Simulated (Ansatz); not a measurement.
**KF (CsCl type): how the settings move a single-point run**

How sensitive is a single-point run of KF (CsCl type) to its settings? A reference run comes first, then one run with altered input.

Computed with Ansatz 0.2.0 (reference: DFT, PBE, PAW with other files of Ansatz's library (core large), scalar-relativistic, unless a step's input says otherwise).

## (1) Starting point

The structure is cubic, space group Pm-3m (No. 221). The conventional cell has a = 2.460 Å, b = 2.460 Å, c = 2.460 Å, α = 90.00°, β = 90.00°, γ = 90.00°. K (site symmetry m-3m) is surrounded by 8 F at 2.13 Å. Around F (site symmetry m-3m) lie 8 K at 2.13 Å.

Structure file:

```
K F
1.0
     2.45959    0.00000    0.00000
     0.00000    2.45959    0.00000
     0.00000    0.00000    2.45959
K F
1 1
Direct
  0.00000 0.00000 0.00000
  0.50000 0.50000 0.50000
```

## (2) Reference

The input, input.yaml:

```yaml
crystal:
  lattice:
    - [2.459591996, 0.0, 0.0]
    - [0.0, 2.459591996, 0.0]
    - [0.0, 0.0, 2.459591996]
  atoms:
    - { symbol: K, position: [0.0, 0.0, 0.0] }
    - { symbol: F, position: [0.5, 0.5, 0.5] }
kpoints:
  mp_grid: { grid: [14, 14, 14] }
scf:
  occupations: { method: fermi_dirac, width: 0.05 }
hamiltonian:
  xc: pbe
  pseudopotentials: { kind: paw, core: large }
output:
  forces: true
  stress: true
  eigenvalues: true
```

Run with:

```
> ansatz run input.yaml --threads 1 --pin off --max-ram 2048MiB --backend cpu --events-out ev --progress --plain --runs-dir out
```

## (3) Variant: symmetry.detect false, preconditioner kerker_dos

Changes to input.yaml since step 2:

```diff
@@ -8,2 +8,3 @@
     - { symbol: F, position: [0.5, 0.5, 0.5] }
+  symmetry: { detect: false }
 kpoints:
@@ -12,2 +13,3 @@
   occupations: { method: fermi_dirac, width: 0.05 }
+  mixing: { preconditioner: kerker_dos }
 hamiltonian:
```

Q: Predict the outcome of this session. Wanted: for each run, ending; energy change; pressure; gap; force.

The runs gave:

```
                                                run     ending  energy change  pressure (GPa)  gap (eV)  force (eV/Å)  cycles   time
                                          reference  converged              0           214.7      6.90          0.00       7  2.2 s
1: symmetry.detect false, preconditioner kerker_dos  converged   0.0 meV/atom           214.7      6.90          0.00       7   39 s
```

Residual by cycle in the longest SCF loop of each run; runs are numbered as in the table. The quantity is the density residual dr2, in eV.

```
cycle  reference    run 1
    1      0.307    0.307
    2     0.0381    0.038
    3    0.00292  0.00292
    4     2.3e-4   2.3e-4
    5     1.1e-6   1.1e-6
    6     3.3e-8   3.3e-8
    7    7.1e-10  7.1e-10
```

What this shows: Energy and cycle count are those of the reference, so the change (use of symmetry and mixing) left the result and the number of cycles as they were. Cost: 39 s against 2.2 s. The structure is not at rest: the sound run finds 215 GPa, so these are no properties of the relaxed crystal. 

The gaps are Kohn-Sham values of a semilocal functional, not quasiparticle or optical gaps. Such gaps usually fall short of the measured ones.
